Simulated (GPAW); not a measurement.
# SnTe (F-43m) in GPAW: single point with HSE06

Aim: the single point of SnTe with HSE06.

Everything below comes from runs of GPAW 26.7.0. Logs are shortened: lines on timing, memory, paths and dates and some standing lists are left out, and cuts for length are marked. The log counts tension as positive stress, the text compression.

### 1 Starting point

It takes space group F-43m (No. 216, cubic). The conventional cell has a = 7.222 Å, b = 7.222 Å, c = 7.222 Å, α = 90.00°, β = 90.00°, γ = 90.00°. Te (site symmetry -43m) is surrounded by 4 Sn at 3.13 Å. Around Sn (site symmetry -43m) lie 4 Te at 3.13 Å.

Measurements of this composition are mostly on another form, of space group No. 225.

### 2 Single point, HSE06

run.py

```python
from ase import Atoms
from ase.dft.bandgap import bandgap
from ase.io import write
from ase.parallel import parprint
from gpaw import GPAW, PW

atoms = Atoms(['Te', 'Sn'],
              cell=[[0.0, 3.611146, 3.611146],
                    [3.611146, 0.0, 3.611146],
                    [3.611146, 3.611146, 0.0]],
              scaled_positions=[[0.25, 0.25, 0.25],
                                [0.0, 0.0, 0.0]],
              pbc=True)

calc = GPAW(mode=PW(450),
            xc='HSE06',
            kpts={'size': (4, 4, 4), 'gamma': True},
            occupations={'name': 'fermi-dirac', 'width': 0.05},
            nbands=15,
            convergence={'density': 1e-05, 'energy': 1e-05},
            maxiter=60,
            txt='gpaw.txt')
atoms.calc = calc
energy = atoms.get_potential_energy()
forces = atoms.get_forces()
calc.write('gs.gpw')
write('result.traj', atoms)
parprint(f'Energy: {energy:.6f} eV')
parprint('Forces (eV/A):')
parprint(forces.round(4))
parprint('Fermi level:', round(calc.get_fermi_level(), 4), 'eV')
parprint(f'Gap: {bandgap(calc)[0]:.4f} eV, direct: {bandgap(calc, direct=True)[0]:.4f} eV')
```

Potentials or basis: GPAW PAW data sets (gpaw-data 1.2.1), pw.

On the command line:

```console
$ OMP_NUM_THREADS=1 mpirun -n 8 gpaw python run.py
```

gpaw.txt:

```text
__  _  _
 | _ |_)|_||  |
 |__||  | ||/\| - 26.7.0

Input parameters:
  mode=PW(ecut=450.00000000000006),
  convergence={'density': 1e-05, 'energy': 1e-05},
  kpts=MonkhorstPack(size=(4, 4, 4), gamma=True),
  maxiter=60,
  nbands=15,
  occupations=Occupations(name='fermi-dirac', width=0.05),
  xc=XC(name='HSE06')

Diagonalizing LCAO Hamiltonian
Converting LCAO to pw mode

             Te

       Sn

Atoms  # Å, Bohr magnetons
|   | symbol |        x |        y |        z |    initial magnetic moments |
|---|--------|----------|----------|----------|-----------------------------|
| 0 |     Te | 1.805573 | 1.805573 | 1.805573 | ( 0.0000,  0.0000,  0.0000) |
| 1 |     Sn | 0.000000 | 0.000000 | 0.000000 | ( 0.0000,  0.0000,  0.0000) |

Unit cell  # Å
| periodic |        x |        y |        z |  lengths |    angles |
|----------|----------|----------|----------|----------|-----------|
|      yes | 0.000000 | 3.611146 | 3.611146 | 5.106932 | 60.000000 |
|      yes | 3.611146 | 0.000000 | 3.611146 | 5.106932 | 60.000000 |
|      yes | 3.611146 | 3.611146 | 0.000000 | 5.106932 | 60.000000 |

Number of symmetries: 24
Symmetry operations  # r_c * U_cc + t_c -> r_c
|    | kind |            matrix            |
|----|------|------------------------------|
|  0 |  E   |  1, 0, 0,  0, 1, 0,  0, 0, 1 |
|  1 |  σ   |  1, 0, 0,  0, 0, 1,  0, 1, 0 |
|  2 |  σ   |  1, 0,-1,  0, 1,-1,  0, 0,-1 |
|  3 |  C3  |  1, 0,-1,  0, 0,-1,  0, 1,-1 |
|  4 |  C3  |  1,-1, 0,  0,-1, 1,  0,-1, 0 |
|  5 |  σ   |  1,-1, 0,  0,-1, 0,  0,-1, 1 |
|  6 |  σ   |  0, 1, 0,  1, 0, 0,  0, 0, 1 |
|  7 |  C3  |  0, 1, 0,  0, 0, 1,  1, 0, 0 |
|  8 |  C2  |  0, 1,-1,  1, 0,-1,  0, 0,-1 |
|  9 |  S4  |  0, 1,-1,  0, 0,-1,  1, 0,-1 |
| 10 |  C3  |  0, 0, 1,  1, 0, 0,  0, 1, 0 |
| 11 |  σ   |  0, 0, 1,  0, 1, 0,  1, 0, 0 |
| 12 |  S4  |  0, 0,-1,  1, 0,-1,  0, 1,-1 |
| 13 |  C3  |  0, 0,-1,  0, 1,-1,  1, 0,-1 |
| 14 |  S4  |  0,-1, 1,  1,-1, 0,  0,-1, 0 |
| 15 |  C2  |  0,-1, 1,  0,-1, 0,  1,-1, 0 |
| 16 |  C3  |  0,-1, 0,  1,-1, 0,  0,-1, 1 |
| 17 |  S4  |  0,-1, 0,  0,-1, 1,  1,-1, 0 |
| 18 |  S4  | -1, 1, 0, -1, 0, 1, -1, 0, 0 |
| 19 |  C3  | -1, 1, 0, -1, 0, 0, -1, 0, 1 |
| 20 |  C3  | -1, 0, 1, -1, 1, 0, -1, 0, 0 |
| 21 |  S4  | -1, 0, 1, -1, 0, 0, -1, 1, 0 |
| 22 |  σ   | -1, 0, 0, -1, 1, 0, -1, 0, 1 |
| 23 |  C2  | -1, 0, 0, -1, 0, 1, -1, 1, 0 |

BZ-sampling:
  Number of BZ points: 64
  Number of IBZ points: 8

  Monkhorst-Pack size: [4, 4, 4]
  Monkhorst-Pack shift: [0.125, 0.125, 0.125]

K-points  # in reciprocal-cell coordinates
|   |                                coordinates |     weight |
|---|--------------------------------------------|------------|
| 0 | (  0.00000000,   0.00000000,   0.00000000) | 0.01562500 |
| 1 | (  0.25000000,   0.25000000,   0.00000000) | 0.09375000 |
| 2 | (  0.25000000,   0.25000000,   0.25000000) | 0.12500000 |
| 3 | (  0.50000000,   0.25000000,  -0.25000000) | 0.09375000 |
| 4 | (  0.50000000,   0.25000000,   0.25000000) | 0.18750000 |
| 5 | (  0.50000000,   0.50000000,   0.00000000) | 0.04687500 |
| 6 | (  0.50000000,   0.50000000,   0.25000000) | 0.37500000 |
| 7 | (  0.50000000,   0.50000000,   0.50000000) | 0.06250000 |

Plane wave coefficients: 2085
Cutoff: 450.00000000000006 eV

Spin-components: 1 (collinear spins)
Bands:           15
Projectors:      11
Spin-degeneracy: 2
Datatype:        complex128

Parallelization:
  kpt:    8
  domain: 1
  band:   1

Density:
  Valence electrons: 20.0
  Components: 1
  Grid points: [25 25 25]
  Charge: 0.0  # |e|

Potential:
  Grid points: [25 25 25]

species:
  Te:
    name:    Tellurium
    Z:       52.0
    valence: 6
    core:    46
    charge:  0.0  # [|e|]
    compensation charges:
      type: gauss
      rc: 0.36  # [Å]
      lmax: 2
    cutoffs:
      filter: 2.09  # [Å]
      core: 3.17  # [Å]
    projectors
    | kind |    occ | energy [eV] | rcut [Å] |
    |------|--------|-------------|----------|
    |   5s |  2.000 |     -15.089 |    1.180 |
    |   5p |  4.000 |      -5.955 |    1.196 |
    |    s |        |      12.123 |    1.180 |
    |    p |        |      21.256 |    1.196 |
    |    d |        |       0.000 |    1.238 |

    Using partial waves for Te as LCAO basis

  Sn:
    name:    Tin
    Z:       50.0
    valence: 14
    core:    36
    charge:  0.0  # [|e|]
    compensation charges:
      type: gauss
      rc: 0.38  # [Å]
      lmax: 2
    cutoffs:
      filter: 2.23  # [Å]
      core: 2.35  # [Å]
    projectors
    | kind |    occ | energy [eV] | rcut [Å] |
    |------|--------|-------------|----------|
    |   5s |  2.000 |     -10.538 |    1.201 |
    |   5p |  2.000 |      -3.696 |    1.270 |
    |   4d | 10.000 |     -25.845 |    1.185 |
    |    s |        |      16.674 |    1.201 |
    |    p |        |      23.515 |    1.270 |
    |    d |        |       1.367 |    1.185 |

    Using partial waves for Sn as LCAO basis

Reference energy: -352801.376741  # eV

eigensolver:
  PPCG
  Converge bands: occupied
  niter=2

density mixing:
  MSR1-Mixer
  Pratt-step length: 0.05
  Maximum mixing coefficient: 0.75
  Old densities: 10
  SVD Regularization: 0.005
  Good broyden scale: 1.0
  Trust region scale: 1.0
  Backstep threshold: 4.0
  History deletion threshold: 6.0
  Fourier metric: weight=20.0, sigma=0.015

occupation numbers:
  Fermi-Dirac:
    width: 0.0500  # eV

poisson solver:
  ecut: 3600.0000000000005  # eV

xc functional:
  name: HYB_GGA_XC_HSE06 with 2 nearest neighbor stencil

convergence criteria:
- Maximum integral of absolute [dens]ity change: 1e-05 electrons / valence electron
- Maximum [total energy] change in last 3 cyles: 1e-05 eV / valence electron
- Maximum integral of absolute [eigenst]ate change: 4e-08 eV^2 / valence electron
maximum number of iterations: 60

IBZ(<points: 8, symmetries: 24>)
Occupied bands: 11
SCF iterations
|iter     | |      energy | eigst |  dens |
|---------|-|-------------|-------|-------|
|iter:   1| |-2287.789115 | +0.10 |       |
|iter:   2| |  -43.817083 | -0.61 | -0.88 |
|iter:   3| |  -43.998242 | -1.64 | -1.22 |
|iter:   4| |  -43.941412 | -2.60 | -1.35 |
|iter:   5| |  -43.940403 | -2.85 | -1.55 |
|iter:   6| |  -43.936296 | -3.66 | -1.77 |
|iter:   7| |  -43.932361 | -3.64 | -2.07 |
|iter:   8| |  -43.933102 | -4.82 | -2.60 |
|iter:   9| |  -43.932811 | -4.73 | -2.76 |
|iter:  10| |  -43.932666 | -5.90 | -2.66 |
|iter:  11| |  -43.932641c| -6.14 | -2.79 |
|iter:  12| |  -43.932507c| -5.35 | -2.93 |
|iter:  13| |  -43.932574c| -5.42 | -3.31 |
|iter:  14| |  -43.932563c| -6.19 | -3.30 |
|iter:  15| |  -43.932541c| -6.73 | -3.57 |
|iter:  16| |  -43.932532c| -7.83c| -4.39 |
|iter:  17| |  -43.932534c| -8.46c| -4.46 |
|iter:  18| |  -43.932534c| -9.40c| -5.47c|

Converged in 18 steps
Energy contributions relative to reference atoms: (reference = -352801.376741)

Energy contributions:
  Kinetic:           4.318498
  Coulomb:          -5.357177
  Zero:             -0.379415
  External:          0.000000
  Xc:             2234.767009
  Entropy:          -0.002204
  Spinorbit:         0.000000
  Hybrid_Xc_Cc:     -2183.129769
  Hybrid_Xc_Vc:       -50.191801
  Hybrid_Xc_Vv:       -43.958777
  ----------------------------
  Free energy:     -43.933636
  Extrapolated:    -43.932534

dipole moment: (-28.068496, -28.068496, -28.068496)  # |e|*Ang

Fermi level: 2.885
Eigenvalues  # (at kpt = [0.000, 0.000, 0.000])
| band index |      eig [eV] | occ [0-2] |
|------------|---------------|-----------|
|          0 |       -21.393 |     2.000 |
|        ... |               |           |
|          2 |       -21.393 |     2.000 |
|          3 |       -21.379 |     2.000 |
|          4 |       -21.379 |     2.000 |
|          5 |       -10.099 |     2.000 |
|          6 |        -2.933 |     2.000 |
|          7 |         0.448 |     2.000 |
|          8 |         0.448 |     2.000 |
|          9 |         0.448 |     2.000 |
|         10 |         4.011 |     0.000 |
|         11 |         4.011 |     0.000 |
|         12 |         4.011 |     0.000 |
|         13 |         7.120 |     0.000 |
|         14 |         9.717 |     0.000 |

Gap: 0.321 eV
Transition (v -> c):
  (s=0, k=3, n=9, [0.50, 0.25, -0.25]) -> (s=0, k=5, n=10, [0.50, 0.50, 0.00])
Direct/indirect transitions are different
Direct gap: 1.113 eV
Transition at: (s=0, k=5, n=9, [0.50, 0.50, 0.00])

Forces  # eV/Ang
|        x |        y |        z |
|----------|----------|----------|
|  0.00000 |  0.00000 | -0.00000 |  # Te   0
| -0.00000 | -0.00000 |  0.00000 |  # Sn   1

# Writing to gs.gpw (mode='')
```

It took 8.6 min on 8 MPI ranks of Intel Xeon Platinum 8259CL at 2.50GHz (Skylake/Cascade Lake), shared host; peak memory 0.22 GiB.

Results:

- Free energy: -43.9336 eV
- Band gap on the k mesh: 0.32 eV, indirect (least direct gap 1.11 eV)

Levels at points of the mesh, in eV from the valence-band top:
| k point | band 7 | band 8 | band 9 | band 10 | band 11 |
| --- | --- | --- | --- | --- | --- |
| (0.00, 0.00, 0.00) | -5.64 | -2.26 | -2.26 | -2.26 | 1.30 |
| (0.50, 0.50, 0.00) | -8.20 | -3.57 | -3.57 | -0.79 | 0.32 |
| (0.50, 0.50, 0.50) | -7.79 | -2.84 | -2.84 | -2.25 | 2.16 |

Caveat: exact exchange converges slowly with the k mesh, and this mesh is small; the PAW data sets were made with another functional, which shifts forces and pressure a little; spin-orbit coupling is left out, which moves the levels of the heavy elements.
